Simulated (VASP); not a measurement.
A run of VASP 6.6.1 is set up as follows.

The input INCAR:

```
SYSTEM = Ru
PREC = Accurate
ENCUT = 520
EDIFF = 1E-6
ISMEAR = 1
SIGMA = 0.1
LREAL = .False.
LASPH = .True.
NELM = 120
ALGO = Normal
ISIF = 2
LWAVE = .False.
LCHARG = .False.
LDIPOL = .True.
IDIPOL = 3
DIPOL = 0.5 0.5 0.500
GGA = PE
IBRION = 2
NSW = 90
EDIFFG = -0.02
```

Contents of KPOINTS:

```
regular mesh
0
Gamma
  14 14 1
  0 0 0
```

POSCAR

```
Ru
1.0
    2.7193470000      0.0000000000      0.0000000000
   -1.3596735000      2.3550235400      0.0000000000
    0.0000000000      0.0000000000     27.3762814600
Ru
4
Selective dynamics
Direct
    0.3333330000      0.6666670000      0.3822968500  F F F
    0.6666670000      0.3333330000      0.4607656200  T T T
    0.3333330000      0.6666670000      0.5392343800  T T T
    0.6666670000      0.3333330000      0.6177031500  T T T
```

Potentials or basis: VASP PAW PBE potentials, release 64 (Ru_pv).

Command:

```bash
$ cat potpaw_PBE.64/Ru_pv/POTCAR > POTCAR
$ mpirun -np 1 vasp_std > vasp.out
```

Task: Predict the band gap on the k mesh.

Result: None (metal or under the smearing width).

Task: Predict the energy gained by relaxing.

Result: 13.4 meV/atom.

The path:
```tsv
step	energy change (eV)	largest force (eV/Å)	pressure (GPa)
1	0.0000	0.6945	-3.34
2	-0.0297	0.5319	-2.90
3	-0.0301	0.5094	-2.83
4	-0.0353	0.4507	-2.69
5	-0.0470	0.2657	-2.27
6	-0.0522	0.1384	-1.36
7	-0.0533	0.0572	-1.64
8	-0.0531	0.1012	-1.73
9	-0.0534	0.0026	-1.68
```
